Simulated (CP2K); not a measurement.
A run of CP2K 2026.2:

File gaas_phonons.inp:

```
&GLOBAL
  PROJECT gaas_phonons
  RUN_TYPE VIBRATIONAL_ANALYSIS
  PRINT_LEVEL LOW
&END GLOBAL
&FORCE_EVAL
  METHOD QS
  &DFT
    BASIS_SET_FILE_NAME BASIS_MOLOPT_UZH
    POTENTIAL_FILE_NAME POTENTIAL_UZH
    &MGRID
      CUTOFF 675
      REL_CUTOFF 60
      NGRIDS 4
    &END MGRID
    &QS
      METHOD GPW
      EPS_DEFAULT 1.0E-10
      EXTRAPOLATION USE_PREV_P
    &END QS
    &KPOINTS
      SCHEME MONKHORST-PACK 6 6 6
      GAMMA_CENTERED T
    &END KPOINTS
    &SCF
      SCF_GUESS ATOMIC
      EPS_SCF 1.0E-7
      MAX_SCF 100
      ADDED_MOS 10
      CHOLESKY OFF
      EPS_EIGVAL 1.0E-7
      &DIAGONALIZATION ON
        ALGORITHM STANDARD
      &END DIAGONALIZATION
      &MIXING ON
        METHOD BROYDEN_MIXING
        ALPHA 0.4
        BETA 1.5
        NBUFFER 8
      &END MIXING
      &SMEAR ON
        METHOD FERMI_DIRAC
        ELECTRONIC_TEMPERATURE [K] 300.557
      &END SMEAR
    &END SCF
    &XC
      &XC_FUNCTIONAL
        &MGGA_X_R2SCAN
        &END MGGA_X_R2SCAN
        &MGGA_C_R2SCAN
        &END MGGA_C_R2SCAN
      &END XC_FUNCTIONAL
    &END XC
    &PRINT
      &KPOINTS ON
      &END KPOINTS
      &MULLIKEN ON
      &END MULLIKEN
      &MO ON
        ENERGIES T
        OCCUPATION_NUMBERS T
        &EACH
          QS_SCF 0
        &END EACH
        ADD_LAST NUMERIC
      &END MO
      &LOWDIN ON
      &END LOWDIN
      &HIRSHFELD ON
        SHAPE_FUNCTION DENSITY
      &END HIRSHFELD
    &END PRINT
  &END DFT
  &SUBSYS
    &CELL
      ABC 3.9977696088 3.9977696088 3.9977696088
      ALPHA_BETA_GAMMA 59.9999999998 59.9999999999 60.0000000000
      PERIODIC XYZ
    &END CELL
    &COORD
      SCALED
      As  0.7500000000 0.7500000000 0.7500000000
      Ga  0.0000000000 0.0000000000 0.0000000000
    &END COORD
    &KIND As
      BASIS_SET DZVP-MOLOPT-SCAN-GTH-q5
      POTENTIAL GTH-SCAN-q5
    &END KIND
    &KIND Ga
      BASIS_SET DZVP-MOLOPT-SCAN-GTH-q13
      POTENTIAL GTH-SCAN-q13
    &END KIND
    &PRINT
      &ATOMIC_COORDINATES ON
      &END ATOMIC_COORDINATES
      &CELL ON
      &END CELL
      &SYMMETRY ON
      &END SYMMETRY
    &END PRINT
  &END SUBSYS
  &PRINT
    &FORCES ON
    &END FORCES
  &END PRINT
&END FORCE_EVAL
&VIBRATIONAL_ANALYSIS
  DX [angstrom] 0.01
  FULLY_PERIODIC T
  NPROC_REP 1
&END VIBRATIONAL_ANALYSIS
```

Potentials or basis: POTENTIAL_UZH As GTH-SCAN-q5, Ga GTH-SCAN-q13; DZVP-MOLOPT-SCAN-GTH basis.

The run is started by

```bash
$ OMP_NUM_THREADS=2 cp2k.psmp -i gaas_phonons.inp -o gaas_phonons.out
```

Hardware: 2 threads of Intel(R) Xeon(R) 6975P-C (Granite Rapids), with other jobs on the host.

Q: Estimate the wall time of this run.

A: It took 9.2 min on 2 threads of Intel(R) Xeon(R) 6975P-C (Granite Rapids), on a shared host, peak memory 0.45 GiB. Counts: scf iterations 160, basis 38.
